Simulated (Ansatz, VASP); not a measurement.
GaP in VASP and in Ansatz

```
Ga P
1.0
     0.00000    2.72525    2.72525
     2.72525    0.00000    2.72525
     2.72525    2.72525    0.00000
Ga P
1 1
Cartesian
  0.0000 0.0000 0.0000
  4.0879 4.0879 4.0879
```

Alike in both runs: task band structure; functional PBE; k mesh 6 × 6 × 6; occupations fermi-dirac, width 0.05 eV; spin-orbit coupling, no magnetisation.

```csv
,VASP,Ansatz
version,VASP 6.6.1,Ansatz 0.2.0
potentials or method,"VASP PAW PBE potentials, release 64 (Ga_d, P)",Ansatz PAW
plane-wave cutoff (eV),520,420
valence electrons in the cell,18,18
```

```csv
,VASP,Ansatz,Ansatz less VASP
gap on the k mesh at the Fermi level (eV),1.62,1.62,0.000
least direct gap on the mesh (eV),1.80,1.80,+0.002
gap along the band path (eV),1.56,1.56,0.000
pressure (GPa),2.5,2.5,+0.02
```

Caveats: the k mesh misses the band edges, so the gap on the mesh is wider than the one along the path (Ansatz).
